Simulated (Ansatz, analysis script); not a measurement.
**Energy of spin spirals in a free-standing square V monolayer, spacing 2.841 Å**

Aim: the energy of a free-standing square V monolayer, spacing 2.841 Å as its moments wind into spirals of wavevector q.

Method: PBE, PAW set soft_1, in Ansatz 0.2.0.

## Step 1: Set-up

The cell holds 1 atom: 1 V. Its edges and angles: a = 2.841 Å, b = 2.841 Å, c = 14.000 Å, α = 90.0°, β = 90.0°, γ = 90.0°. An idealised lattice of chosen spacing, in vacuum. Vacuum lies along c.

## Step 2: The collinear state

The work starts on two spin channels, which tell the size of the moments.

File input.yaml:

```yaml
crystal:
  lattice:
    - [2.841, 0.0, 0.0]
    - [0.0, 2.841, 0.0]
    - [0.0, 0.0, 14.0]
  atoms:
    - { symbol: V, position: [0.0, 0.0, 0.5], spin: 1.5 }
magnetization:
  spin_polarized: true
kpoints:
  mp_grid: { grid: [7, 7, 1] }
hamiltonian:
  xc: pbe
  pseudopotentials: { kind: paw, azcp: { folder: soft_1 } }
scf:
  occupations: { method: fermi_dirac, width: 0.1 }
  max_iter: 120
  convergence: { dr2_threshold: 1.0e-08 }
  lower_state_search: "off"
```

Started as:

```
> ansatz run input.yaml --threads 4 --pin off --max-ram 8192MiB --backend cpu --events-out ev --progress --plain --runs-dir out
```

Numbers of over 12 decimals in the logs are rounded to 6 here.

What it wrote:

```text
Engine: ansatz 0.2.0, aarch64-unknown-linux-gnu
Pseudopotentials: kind: paw
Pseudopotential: V, paw, valence charge 13, recommended cutoff 420 eV (normal), soft_1/V.paw.azcp
Functional definition: PBE
  parameter kappa = 0.804
  parameter beta = 0.066725
  exchange = pbe_x(kappa = kappa, mu = beta*pi^2/3)
  correlation = pbe_c(beta = beta)
Crystal: 1 atoms, lattice volume = 112.998 Å³
Basis set: ecut = 420 eV, 2219 PW (Γ)
Bands: 12, of which v1, the nominal top of the filled ones, is band 7 counted from 1 (6 counted from 0)
Symmetry: 16 space group operations
Space group: P4/mmm (ITA 123), of the structure as read, at distance tolerance 4.8e-5 Å
Magnetic group: BNS 123.339 (UNI 999), of the structure as read, at distance tolerance 4.8e-5 Å
k-points: 10 of 49
Non-local potential: V, projectors of the file, l = 0: 3, l = 1: 2, l = 2: 3, l = 3: 1
PAW form: soft (Blöchl's): semilocal exchange-correlation on the pseudo side does not see the compensation charge
PAW one-centre angular grid: V, 590 points (default); XC on 64 Gauss nodes
Initial density: superposition of atomic densities (neutral atoms: chi_scale 0, normalization atom)
Starting moments: Σ|m| = 1.5 μB on 1 of 1 site
Initial wavefunctions: pseudopotential atomic-orbital guess
Functional: x = pbe(κ = 0.804, μ = 0.219515), c = pbe(β = 0.066725)
SCF iter   1: F=—  HF=-2909.456037 eV  |F-HF|=—  |Δ(HF+E_count)|=         —  Δρ=1.56e-2 (↑1.56e-2 ↓1.55e-2)  dr2=1.49e0  dr2_m=6.32e-2  M=1.937 μB ∫|m|=1.938 μB  β_m=1.00  ethr=3.10e-3  ⟨swp⟩=5.3  Hψ=1329  notcnv=0
preconditioner: auto → LDOS  [metal: Δε(μ)=0.069 eV  Ē_g=3.884 eV  σ=0.100 eV  W_gap=0.17  n_scr=8 (ndim 8)  ℏωp=7.8 eV  f_vac=0.637  D(μ)=3.97/eV (n_scr^D=30)]
spin=Collinear: LDOS preconditioning applied to the charge; magnetization (m = ρ↑ − ρ↓) channel mixes plain (no charge-response kernel on spin).
SCF iter   2: F=—  HF=-2909.421399 eV  |F-HF|=—  |Δ(HF+E_count)|=   3.46e-2  Δρ=1.91e-2 (↑1.91e-2 ↓7.80e-3)  dr2=7.46e-1  dr2_m=1.41e-1  M=2.453 μB ∫|m|=2.454 μB  β_m=1.00  ethr=3.10e-3  ⟨swp⟩=2.0  Hψ=468  notcnv=0
SCF iter   3: F=—  HF=-2909.350325 eV  |F-HF|=—  |Δ(HF+E_count)|=   7.11e-2  Δρ=1.28e-2 (↑1.28e-2 ↓4.77e-3)  dr2=2.24e-1  dr2_m=5.82e-2  M=2.789 μB ∫|m|=2.791 μB  β_m=1.00  ethr=3.10e-3  ⟨swp⟩=2.7  Hψ=370  notcnv=0
SCF iter   4: F=—  HF=-2909.357973 eV  |F-HF|=—  |Δ(HF+E_count)|=   7.65e-3  Δρ=3.54e-3 (↑3.54e-3 ↓2.98e-3)  dr2=1.34e-2  dr2_m=6.97e-3  M=2.927 μB ∫|m|=2.930 μB  β_m=1.00  ethr=1.72e-3  ⟨swp⟩=2.6  Hψ=420  notcnv=0
SCF iter   5: F=—  HF=-2909.420962 eV  |F-HF|=—  |Δ(HF+E_count)|=   6.30e-2  Δρ=2.60e-3 (↑2.60e-3 ↓2.22e-3)  dr2=3.99e-3  dr2_m=4.72e-3  M=3.021 μB ∫|m|=3.024 μB  β_m=1.00  ethr=1.03e-4  ⟨swp⟩=2.6  Hψ=479  notcnv=0
SCF iter   6: F=—  HF=-2909.452831 eV  |F-HF|=—  |Δ(HF+E_count)|=   3.19e-2  Δρ=1.99e-3 (↑1.99e-3 ↓1.20e-3)  dr2=1.20e-3  dr2_m=2.23e-3  M=3.082 μB ∫|m|=3.085 μB  β_m=1.00  ethr=3.07e-5  ⟨swp⟩=3.1  Hψ=490  notcnv=0
SCF iter   7: F=—  HF=-2909.470685 eV  |F-HF|=—  |Δ(HF+E_count)|=   1.79e-2  Δρ=1.16e-3 (↑9.08e-4 ↓1.16e-3)  dr2=1.21e-3  dr2_m=8.97e-4  M=3.132 μB ∫|m|=3.135 μB  β_m=1.00  ethr=9.24e-6  ⟨swp⟩=2.1  Hψ=477  notcnv=0
SCF iter   8: F=—  HF=-2909.481616 eV  |F-HF|=—  |Δ(HF+E_count)|=   1.09e-2  Δρ=1.24e-3 (↑1.24e-3 ↓6.86e-4)  dr2=1.14e-3  dr2_m=7.06e-4  M=3.163 μB ∫|m|=3.166 μB  β_m=0.30  ethr=9.24e-6  ⟨swp⟩=2.0  Hψ=291  notcnv=0
Mixer restart at iter 8: flushing history
spin-set hold released at iteration 8 (site moments contracting): the magnetisation degrees of freedom join the quasi-Newton model from the next iteration; the mixer history was flushed
SCF iter   9: F=—  HF=-2909.488860 eV  |F-HF|=—  |Δ(HF+E_count)|=   7.24e-3  Δρ=1.19e-3 (↑1.19e-3 ↓6.37e-4)  dr2=9.62e-4  dr2_m=7.03e-4  M=3.173 μB ∫|m|=3.176 μB  β_m=0.65  ethr=8.74e-6  ⟨swp⟩=1.0  Hψ=240  notcnv=0
SCF iter  10: F=—  HF=-2909.496859 eV  |F-HF|=—  |Δ(HF+E_count)|=   8.00e-3  Δρ=3.14e-4 (↑3.14e-4 ↓2.54e-4)  dr2=6.86e-5  dr2_m=6.18e-5  M=3.206 μB ∫|m|=3.208 μB  β_m=0.76  ethr=7.40e-6  ⟨swp⟩=2.0  Hψ=413  notcnv=0
SCF iter  11: F=—  HF=-2909.497086 eV  |F-HF|=—  |Δ(HF+E_count)|=   2.27e-4  Δρ=1.79e-4 (↑1.79e-4 ↓1.09e-4)  dr2=3.04e-5  dr2_m=1.52e-5  M=3.211 μB ∫|m|=3.214 μB  β_m=0.85  ethr=5.28e-7  ⟨swp⟩=2.8  Hψ=440  notcnv=0
SCF iter  12: F=—  HF=-2909.497128 eV  |F-HF|=—  |Δ(HF+E_count)|=   4.23e-5  Δρ=7.82e-5 (↑7.82e-5 ↓2.65e-5)  dr2=6.41e-6  dr2_m=2.08e-6  M=3.215 μB ∫|m|=3.217 μB  β_m=0.89  ethr=2.34e-7  ⟨swp⟩=2.5  Hψ=386  notcnv=0
SCF iter  13: F=—  HF=-2909.497134 eV  |F-HF|=—  |Δ(HF+E_count)|=   5.63e-6  Δρ=2.16e-5 (↑1.94e-5 ↓2.16e-5)  dr2=9.73e-7  dr2_m=2.54e-7  M=3.217 μB ∫|m|=3.219 μB  β_m=0.95  ethr=4.93e-8  ⟨swp⟩=1.6  Hψ=262  notcnv=0
SCF iter  14: F=—  HF=-2909.497135 eV  |F-HF|=—  |Δ(HF+E_count)|=   1.13e-6  Δρ=8.70e-6 (↑8.70e-6 ↓5.57e-6)  dr2=1.43e-7  dr2_m=2.14e-8  M=3.218 μB ∫|m|=3.220 μB  β_m=0.97  ethr=7.49e-9  ⟨swp⟩=2.0  Hψ=300  notcnv=0
SCF iter  15: F=—  HF=-2909.497135 eV  |F-HF|=—  |Δ(HF+E_count)|=   9.91e-8  Δρ=4.20e-6 (↑4.20e-6 ↓1.86e-6)  dr2=1.02e-8  dr2_m=7.27e-9  M=3.218 μB ∫|m|=3.220 μB  β_m=0.98  ethr=1.10e-9  ⟨swp⟩=2.0  Hψ=295  notcnv=0
SCF iter  16: F=-2909.497135 eV  HF=-2909.497135 eV  |F-HF|=4.26e-10  |Δ(HF+E_count)|=   1.84e-9  Δρ=9.19e-7 (↑9.19e-7 ↓2.69e-7)  dr2=8.05e-10  dr2_m=2.54e-10  M=3.218 μB ∫|m|=3.220 μB  ethr=7.69e-11  ⟨swp⟩=2.0  Hψ=450  notcnv=0
SCF 1 converged in 16 iterations: F = -2909.497135 eV  dr2 = 8.05e-10
  greatest PAW one-centre occupation: 0.999 electrons in one spin orbital (limit 2), on the V atom at site 0 (counted from 0), in its partial waves of l = 0
SCF converged after 16 iterations
Magnetization: 3.2182 μB (8.1091 up, 4.8909 down)
Absolute magnetization: 3.2202 μB (∫|ρ↑−ρ↓|, with the PAW one-centre terms)
Spin contamination: 0.0068 ħ² per cell (⟨S²⟩ above its minimum at these occupations)
Per-site moments (μB) at R_I (Å): [(2.566870, 1.171913)]
Free energy (F): -2909.497135 eV
Harris-Foulkes:  -2909.497135 eV  (|F-HF|=4.26e-10)
Internal energy: -2909.430251 eV  (E = F + TS)
E sigma→0 (E₀):  -2909.463693 eV
Entropy (-TS):   -0.066884 eV (-66.884 meV/atom)
Fermi energy:    -1.422081 eV
--- Per-component energies (eV) ---
  E_band       = -378.081901
  E_kinetic    = 290.787686
  E_local      = -4774.703272  (includes V_loc(G=0)·N_el)
  E_nonlocal   = 85.884882
  E_hartree    = 2187.313581
  E_xc         = -110.895389
  E_vxc        = -139.854821  (∫ρ·V_xc dr)
  E_paw        = -1127.531654  (= ΣΔE_a)
  E_vpaw       = -214.822947  (= ΣTr[D̂ρ^β])
  E_aug_tail   = 0.001031  (compensation charges beyond the density's cutoff)
  E_ewald      = 539.712884
  E_smearing   = -0.066884  (= −TS)
  E_closure    = -0.000000  (closes the sum)
  Σ components = -2909.497135   (vs F -2909.497135, Δ=0.00e0)
```

Wall time 1.1 s (4 threads of Arm Neoverse V1, shared host); peak memory 0.29 GiB; 3.3 s of CPU time.

Spin moment in the atom's sphere by atom:

```csv
atom,spin moment in the atom's sphere (μB)
V1,2.57
```

The run ends ferromagnetic, with a net moment of 3.22 μB a cell. With one V atom carrying the moment, parallel order of its images is forced by the cell, not found.

## Step 3: Mesh refined

Levels at the Fermi energy are partly filled, so moments and energy differences can hang on the k-mesh, and the state is solved again on a denser one.

input.yaml, the sections that differ from step 2:

```yaml
crystal:
  lattice:
    - [2.841, 0.0, 0.0]
    - [0.0, 2.841, 0.0]
    - [0.0, 0.0, 14.0]
  atoms:
    - { symbol: V, position: [0.0, 0.0, 0.5], spin: 2.57 }
kpoints:
  mp_grid: { grid: [19, 19, 1] }
basis:
  ecutwfc: 420.0
checkpoint:
  read: start
  write: ck
  compress: false
  write_wavefunctions: false
  write_every: 100000
# magnetization, hamiltonian, scf: as in step 2
```

What it wrote:

```text
[...]
SCF converged after 7 iterations
Magnetization: 3.2114 μB (8.1057 up, 4.8943 down)
Absolute magnetization: 3.2136 μB (∫|ρ↑−ρ↓|, with the PAW one-centre terms)
[...]
Per-site moments (μB) at R_I (Å): [(2.566361, 1.171913)]
Free energy (F): -2909.509090 eV
[...]
Internal energy: -2909.444626 eV  (E = F + TS)
E sigma→0 (E₀):  -2909.476858 eV
Entropy (-TS):   -0.064463 eV (-64.463 meV/atom)
Fermi energy:    -1.461596 eV
[...]
```

It took 2.2 s on 4 threads; peak memory 0.41 GiB; 7.3 s of CPU time.

Spin moment in the atom's sphere by atom:

```
atom  spin moment in the atom's sphere (μB)
  V1                                   2.57
```

The run ends ferromagnetic, with a net moment of 3.21 μB a cell, against 3.22 μB on the first mesh.

Each spiral starts from these moments, tilted 90° from the rotation axis z (a flat spiral); sizes are free, while the program holds flat spirals in their plane. Spin–orbit coupling is switched off, so the energy does not depend on how the axis lies in the crystal. The folder named start holds the saved collinear state, from which each run begins.

The runs on spinors take the mesh 20×20×1.

## Step 4: q = (0, 0, 0)

The reference is the same input at q = 0, so that basis and exchange-correlation form match those at other q. Every q is chosen so that q/2 is a mesh vector: every spiral then samples the k-points of q = 0, and much mesh noise cancels.

input.yaml, the sections that differ from step 3:

```yaml
crystal:
  lattice:
    - [2.841, 0.0, 0.0]
    - [0.0, 2.841, 0.0]
    - [0.0, 0.0, 14.0]
  atoms:
    - { symbol: V, position: [0.0, 0.0, 0.5], spin: 2.57, spin_axis: [1.0, 0.0, 0.0] }
kpoints:
  mp_grid: { grid: [20, 20, 1] }
magnetization:
  noncollinear: true
  spin_spiral: { q: [0.0, 0.0, 0.0] }
checkpoint:
  read: start
# hamiltonian, scf, basis: as in step 3
```

Started as:

```
> ansatz run input.yaml --threads 1 --pin off --max-ram 2048MiB --backend cpu --events-out ev --progress --plain --runs-dir out
```

What it wrote:

```text
Warning: checkpoint.read: spin treatment differs: saved collinear, current noncollinear; the saved charge density seeds this run and the saved magnetisation is carried along the axis that this deck's starting moments share; the saved density holds an absolute magnetisation of 3.2e0 μB; saved orbitals and DFT+U occupations are not carried; the saved PAW projector densities are carried along that axis
Warning: checkpoint.read: magnetization.spin_spiral differs: saved none, current q = [0, 0, 0]; the saved state is no spin spiral's: the SCF starts from none of its orbitals and from its density, each atom's moment turned about z as a whole to its place on this deck's spiral. A spiral's own state at q: [0, 0, 0] serves better
[...]
Crystal: 1 atoms, lattice volume = 112.998 Å³
Basis set: ecut = 420 eV, 2219 PW (Γ)
Bands: 22, of which v1, the nominal top of the filled ones, is band 13 counted from 1 (12 counted from 0)
[... 1 set-up line as in the run before ...]
k-points: 66 of 400
Spin spiral: q = (0, 0, 0) of the reciprocal vectors; moments are told in the frame that turns with it, a site's in that at the site
[...]
SCF iter   5: F=-2909.509197 eV  HF=-2909.509197 eV  |F-HF|=6.80e-9  |Δ(HF+E_count)|=   1.77e-7  Δρ=5.61e-6  dr2=7.37e-9  dr2_m=8.15e-9  ethr=7.69e-11  |M|=3.22e0 ∫|m|=3.22e0 μB  |m|>n=2.6e-2 m-floor=2.6e-2 τ_xc=9.2e-9 mc-row=2.6e-2 uncertified=24  ⟨swp⟩=1.0  Hψ=3936  notcnv=0
SCF 1 converged in 5 iterations: F = -2909.509197 eV  dr2 = 7.37e-9
[...]
SCF converged after 5 iterations
Magnetization: |M| = 3.2160 μB,  M = (+3.2160, -0.0000, +0.0000) μB
Absolute magnetization: 3.2182 μB (∫|m|, with the PAW one-centre terms)
  site 0: m = (+2.5696, -0.0000, +0.0000) μB, |m| = 2.5696 μB  (R = 1.17 Å)
Free energy (F): -2909.509197 eV
[...]
Internal energy: -2909.445064 eV  (E = F + TS)
E sigma→0 (E₀):  -2909.477131 eV
Entropy (-TS):   -0.064133 eV (-64.133 meV/atom)
Fermi energy:    -1.461838 eV
[...]
```

Wall time 29 s (1 thread); peak memory 0.58 GiB.

The largest moment is 2.57 μB, against 2.57 μB in the collinear run.

## Step 5: q = (0, 0.2, 0)

Only q changes. The cell stays that of the crystal, since the generalised Bloch theorem carries the rotation from cell to cell.

Changes to input.yaml since step 4:

```diff
@@ -21,3 +21,3 @@
   noncollinear: true
-  spin_spiral: { q: [0.0, 0.0, 0.0] }
+  spin_spiral: { q: [0.0, 0.2, 0.0] }
 checkpoint:
```

What it wrote:

```text
[...]
Crystal: 1 atoms, lattice volume = 112.998 Å³
Basis set: ecut = 420 eV, 2219 PW (Γ)
Bands: 22, of which v1, the nominal top of the filled ones, is band 13 counted from 1 (12 counted from 0)
Symmetry: 4 space group operations
k-points: 121 of 400
[...]
SCF iter   8: F=-2909.552709 eV  HF=-2909.552709 eV  |F-HF|=8.25e-9  |Δ(HF+E_count)|=   9.84e-8  Δρ=3.69e-6  dr2=5.57e-9  dr2_m=4.83e-9  ethr=7.69e-11  |M|=3.27e0 ∫|m|=3.34e0 μB  |m|>n=1.6e-2 m-floor=1.7e-2 τ_xc=8.5e-2 mc-row=1.7e-2 uncertified=129  ⟨swp⟩=2.0  Hψ=6626  notcnv=0
SCF 1 converged in 8 iterations: F = -2909.552709 eV  dr2 = 5.57e-9
[...]
SCF converged after 8 iterations
Magnetization: |M| = 3.2713 μB,  M = (+3.2713, -0.0000, +0.0000) μB
Absolute magnetization: 3.3430 μB (∫|m|, with the PAW one-centre terms)
  site 0: m = (+2.6689, -0.0000, +0.0000) μB, |m| = 2.6689 μB  (R = 1.17 Å)
Free energy (F): -2909.552709 eV
[...]
Internal energy: -2909.481377 eV  (E = F + TS)
E sigma→0 (E₀):  -2909.517043 eV
Entropy (-TS):   -0.071332 eV (-71.332 meV/atom)
Fermi energy:    -1.453067 eV
[...]
```

Run time: 65 s. Hardware: 1 thread; peak memory 0.81 GiB.

The energy of the cell lies 43.5 meV below that at q = 0, and the largest moment is 2.67 μB against 2.57 μB.

## Step 6: q = (0, 0.5, 0)

Changes to input.yaml since step 5:

```diff
@@ -21,3 +21,3 @@
   noncollinear: true
-  spin_spiral: { q: [0.0, 0.2, 0.0] }
+  spin_spiral: { q: [0.0, 0.5, 0.0] }
 checkpoint:
```

What it wrote:

```text
[...]
Crystal: 1 atoms, lattice volume = 112.998 Å³
Basis set: ecut = 420 eV, 2219 PW (Γ)
Bands: 22, of which v1, the nominal top of the filled ones, is band 13 counted from 1 (12 counted from 0)
[... 1 set-up line as in the run before ...]
k-points: 121 of 400
[...]
SCF iter  11: F=-2909.611047 eV  HF=-2909.611047 eV  |F-HF|=1.26e-9  |Δ(HF+E_count)|=  8.34e-10  Δρ=1.55e-6  dr2=2.06e-9  dr2_m=6.73e-10  ethr=7.69e-11  |M|=2.85e0 ∫|m|=3.26e0 μB  |m|>n=1.0e-2 m-floor=1.0e-2 τ_xc=1.8e-2 mc-row=1.0e-2  ⟨swp⟩=1.0  Hψ=6568  notcnv=0
SCF 1 converged in 11 iterations: F = -2909.611047 eV  dr2 = 2.06e-9
[...]
SCF converged after 11 iterations
Magnetization: |M| = 2.8484 μB,  M = (+2.8484, -0.0000, +0.0000) μB
Absolute magnetization: 3.2633 μB (∫|m|, with the PAW one-centre terms)
  site 0: m = (+2.7176, -0.0000, +0.0000) μB, |m| = 2.7176 μB  (R = 1.17 Å)
Free energy (F): -2909.611047 eV
[...]
Internal energy: -2909.517333 eV  (E = F + TS)
E sigma→0 (E₀):  -2909.564190 eV
Entropy (-TS):   -0.093714 eV (-93.714 meV/atom)
Fermi energy:    -1.451335 eV
[...]
```

Wall time 82 s (1 thread); peak memory 0.84 GiB.

The energy of the cell lies 102 meV below that at q = 0, and the largest moment is 2.72 μB against 2.57 μB.

## Step 7: q = (0.2, 0.5, 0)

Changes to input.yaml since step 6:

```diff
@@ -21,3 +21,3 @@
   noncollinear: true
-  spin_spiral: { q: [0.0, 0.5, 0.0] }
+  spin_spiral: { q: [0.2, 0.5, 0.0] }
 checkpoint:
```

What it wrote:

```text
[...]
Crystal: 1 atoms, lattice volume = 112.998 Å³
Basis set: ecut = 420 eV, 2219 PW (Γ)
Bands: 22, of which v1, the nominal top of the filled ones, is band 13 counted from 1 (12 counted from 0)
Symmetry: 2 space group operations
k-points: 202 of 400
[...]
Magnetization: |M| = 2.7244 μB,  M = (+2.7244, +0.0000, +0.0000) μB
Absolute magnetization: 3.1507 μB (∫|m|, with the PAW one-centre terms)
  site 0: m = (+2.6389, +0.0000, +0.0000) μB, |m| = 2.6389 μB  (R = 1.17 Å)
Free energy (F): -2909.604378 eV
[...]
Internal energy: -2909.503894 eV  (E = F + TS)
E sigma→0 (E₀):  -2909.554136 eV
Entropy (-TS):   -0.100484 eV (-100.484 meV/atom)
Fermi energy:    -1.460385 eV
[...]
[key lines of the parts left out:]
SCF converged after 12 iterations
```

It took 2.7 min on 1 thread; peak memory 1.2 GiB.

The energy of the cell lies 95.2 meV below that at q = 0, and the largest moment is 2.64 μB against 2.57 μB.

## Step 8: q = (0.5, 0.5, 0)

Changes to input.yaml since step 7:

```diff
@@ -21,3 +21,3 @@
   noncollinear: true
-  spin_spiral: { q: [0.2, 0.5, 0.0] }
+  spin_spiral: { q: [0.5, 0.5, 0.0] }
 checkpoint:
```

What it wrote:

```text
[...]
Crystal: 1 atoms, lattice volume = 112.998 Å³
Basis set: ecut = 420 eV, 2219 PW (Γ)
Bands: 22, of which v1, the nominal top of the filled ones, is band 13 counted from 1 (12 counted from 0)
[... 1 set-up line as in the run before ...]
k-points: 111 of 400
[...]
SCF iter  13: F=-2909.528729 eV  HF=-2909.528729 eV  |F-HF|=4.50e-9  |Δ(HF+E_count)|=   4.69e-7  Δρ=3.31e-6  dr2=3.10e-9  dr2_m=2.80e-9  ethr=7.69e-11  |M|=2.08e0 ∫|m|=2.68e0 μB  |m|>n=7.8e-3 m-floor=7.8e-3 τ_xc=1.2e-2 mc-row=7.8e-3  ⟨swp⟩=1.3  Hψ=6983  notcnv=0
SCF 1 converged in 13 iterations: F = -2909.528729 eV  dr2 = 3.10e-9
[...]
SCF converged after 13 iterations
Magnetization: |M| = 2.0787 μB,  M = (+2.0787, +0.0000, +0.0000) μB
Absolute magnetization: 2.6775 μB (∫|m|, with the PAW one-centre terms)
  site 0: m = (+2.4144, +0.0000, +0.0000) μB, |m| = 2.4144 μB  (R = 1.17 Å)
Free energy (F): -2909.528729 eV
[...]
Internal energy: -2909.433393 eV  (E = F + TS)
E sigma→0 (E₀):  -2909.481061 eV
Entropy (-TS):   -0.095336 eV (-95.336 meV/atom)
Fermi energy:    -1.269742 eV
[...]
```

Elapsed: 89 s, on 1 thread; peak memory 0.81 GiB.

The energy of the cell lies 19.5 meV below that at q = 0, and the largest moment is 2.41 μB against 2.57 μB.

The other 2 runs of this kind were made alike; their results stand in the table below.

## Step 9: Other settings

A test of how the program answers to a changed input.

Changes to input.yaml since step 8:

```diff
@@ -20,5 +20,3 @@
 magnetization:
-  noncollinear: true
-  spin_spiral: { q: [0.5, 0.5, 0.0] }
-checkpoint:
-  read: start
+  spin_polarized: true
+  initial_magnetization: 15
```

Started as:

```
> ansatz run input.yaml --threads 4 --pin off --max-ram 8192MiB --backend cpu --events-out ev --progress --plain --runs-dir out
```

What it wrote:

```text
Error: inconsistent input (crystal.atoms[].spin_axis, magnetization.noncollinear): is set but magnetization.noncollinear is false — a collinear run has a fixed quantisation axis; set noncollinear: true (and drop spin_polarized), or drop spin_axis: each moment then points by the sign of its spin alone, and one that is to point the other way wants a negative spin
```

Wall time 0.03 s (4 threads); peak memory 0.031 GiB.

The program refused the input before any cycle.

The program's message: “Error: inconsistent input (crystal.atoms[].spin_axis, magnetization.noncollinear): is set but magnetization.noncollinear is false — a collinear run has a fixed quantisation axis; set noncollinear: tru …”

The change that led to it: magnetization.

## Step 10: Analysis

| q (reciprocal lattice) | path length (1/Å) | E(q) − E(0) (meV a magnetic atom) | \|m\| V no. 1 (μB) |
| --- | --- | --- | --- |
| (0, 0, 0) | 0.000 | 0.00 | 2.57 |
| (0, 0.2, 0) | 0.442 | -43.51 | 2.67 |
| (0, 0.5, 0) | 1.106 | -101.85 | 2.72 |
| (0.2, 0.5, 0) | 1.548 | -95.18 | 2.64 |
| (0.5, 0.5, 0) | 2.212 | -19.53 | 2.41 |
| (0.3, 0.3, 0) | 2.837 | -89.39 | 2.64 |
| (0.2, 0.2, 0) | 3.150 | -62.19 | 2.67 |
| (0, 0, 0) | 3.775 | 0.00 | 2.57 |

## Step 11: Results

```
lowest point of the path : q = (0, 0.5, 0), -102 meV a magnetic atom from q = 0
highest point            : 0 meV a magnetic atom
```

**Reading.** The state at q = (0, 0.5, 0) lies 102 meV a magnetic atom below the ferromagnetic start, so that start is not the lowest state; a flat spiral with q made of halves, on one magnetic atom a cell, is a collinear order of a doubled cell. The moments change by at most 7 % from their size at q = 0, so they are nearly rigid. No spin model is given, since a fit of a few shells misses single points by over 4 % of their range. The 7 spiral runs took 9.3 min of wall time, added up. Energies are free energies at a smearing of 0.1 eV, and with partly filled levels differences shift, at times strongly, as the smearing goes to zero. The cell was taken as built, with atoms unrelaxed. In doubt: the program's search for lower states was switched off, so a lower magnetic state than those reached may exist.

[Logs and program files are shortened in this print: banners, set-up blocks, solver, clock and traceback lines can be left out without a mark of their own.]

[Logs are printed without paths, hosts, clocks, repeated set-up lines and the standing remarks that a program may print on its own settings, such as how far it seeks lower states.]

[Hosts, paths, dates, database ids (printed as entryN), source tags and the programs' standing remarks are cut or masked in the printed files.]
